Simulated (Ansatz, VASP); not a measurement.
## One calculation of GaAs, two programs

```
Ga As
1.0
     0.00000    2.89763    2.89763
     2.89763    0.00000    2.89763
     2.89763    2.89763    0.00000
Ga As
1 1
Direct
  0.00000 0.00000 0.00000
  0.25000 0.25000 0.25000
```

Alike in both runs: task relaxation of cell and atoms; functional PBE; k mesh 10 × 10 × 10; occupations fermi-dirac, width 0.02 eV; no spin polarisation.

|  | VASP | Ansatz |
| --- | --- | --- |
| version | VASP 6.6.1 | Ansatz 0.2.0 |
| potentials or method | VASP PAW PBE potentials, release 64 (Ga_d, As) | PAW with Ansatz's default frozen-core files, scalar-relativistic |
| plane-wave cutoff (eV) | 600 | 420 |
| valence electrons in the cell | 18 | 28 |

|  | VASP | Ansatz | Ansatz less VASP |
| --- | --- | --- | --- |
| relaxed volume (Å³/atom) | 23.76 | 23.70 | -0.063 |
| relaxed cell length with the largest relative difference (Å) | 4.066 | 4.062 | -0.0036 |
| energy change over the relaxation (meV/atom) | -2 | -3 | -0.5 |

The two sets of potentials don't hold the same shells in valence.
